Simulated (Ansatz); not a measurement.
Li2S in Ansatz: the effect of functional

The system is Li2S.

```
S Li
1.0
     0.00000    2.78643    2.78643
     2.78643    0.00000    2.78643
     2.78643    2.78643    0.00000
S Li
1 2
Direct
  0.00000 0.00000 0.00000
  0.75000 0.75000 0.75000
  0.25000 0.25000 0.25000
```

The cell isn't the ideal one: volume scaled by 0.94.

Alike in all runs:

* Program: Ansatz 0.2.0
* Task: single point
* Potentials or basis: Ansatz PAW
* k mesh: 8 × 8 × 8
* Occupations: fermi-dirac, width 0.05 eV
* Spin: no spin polarisation

| functional | cutoff | gap on the mesh (eV) | pressure (GPa) |
| --- | --- | --- | --- |
| LDA | 420 eV (not typed: the program's choice for these potentials) | 3.12 | -0.1 |
| PBEsol | 420 eV (not typed: the program's choice for these potentials) | 3.17 | 2.0 |
| r2SCAN | 500 eV (not typed: the program's choice for these potentials) | ? | ? |

Q: What does the run with functional r2SCAN give?

A: gap on the mesh 3.83 eV; pressure 3.0 GPa.

Caveats: the PAW data sets come from PBE, with cores solved anew for the run's functional, which leaves a small shift of forces and pressure.

A k mesh can miss the band edges.
